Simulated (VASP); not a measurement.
# Settings for SnSe₂: self-consistent run

SnSe₂, P-3m1 (no. 164), 3 atoms in the cell. PBE with TS; PAW potentials Sn_d, Se (PBE set). VASP 6.6.1.

Wanted: energy within 2 meV/atom; pressure within 0.1 GPa.

POSCAR:
```
SnSe2
1.0
    3.8110000000      0.0000000000      0.0000000000
   -1.9055000000      3.3004228138      0.0000000000
    0.0000000000      0.0000000000      6.1360000000
Sn Se
1 2
Direct
    0.0000000000      0.0000000000      0.0000000000
    0.6666666667      0.3333333333      0.7510000000
    0.3333333333      0.6666666667      0.2490000000
```

## Self-consistent screening

| Self-consistent screening | Energy less reference (meV/atom) | Pressure (GPa) | SCF iterations | Time (s) |
|---|---|---|---|---|
| default | 0.0 | 4.73 | 14 | 28 |
| SCSRAD = 30 | 0.0 | 4.73 | 14 | 18 |
| SCSRAD = 60 | 0.0 | 4.73 | 14 | 20 |
| LSCALER0 = F | 59.8 | 5.42 | 14 | 28 |

Chosen: default; SCSRAD = 30 would be accurate enough too and is faster here.

## The input

INCAR:
```
SYSTEM = SnSe2
PREC = Accurate ; ENCUT = 520
EDIFF = 1E-7 ; ISMEAR = 0
SIGMA = 0.02 ; LREAL = .False.
LASPH = .True. ; ALGO = Normal
NELM = 100 ; ISIF = 2
LWAVE = .False. ; LCHARG = .False.
IVDW = 2 ; LVDWSCS = .True.
```

KPOINTS:
```
k-points
0
Gamma
  6 6 3
```

Commands:
```
cat potpaw_PBE.64/Sn_d/POTCAR potpaw_PBE.64/Se/POTCAR > POTCAR
mpirun -np 1 vasp_std > vasp.out
```

The chosen input took VASP 6.6.1 28 s on 1 core (AMD EPYC 9R45 (Zen 5)), a shared host.
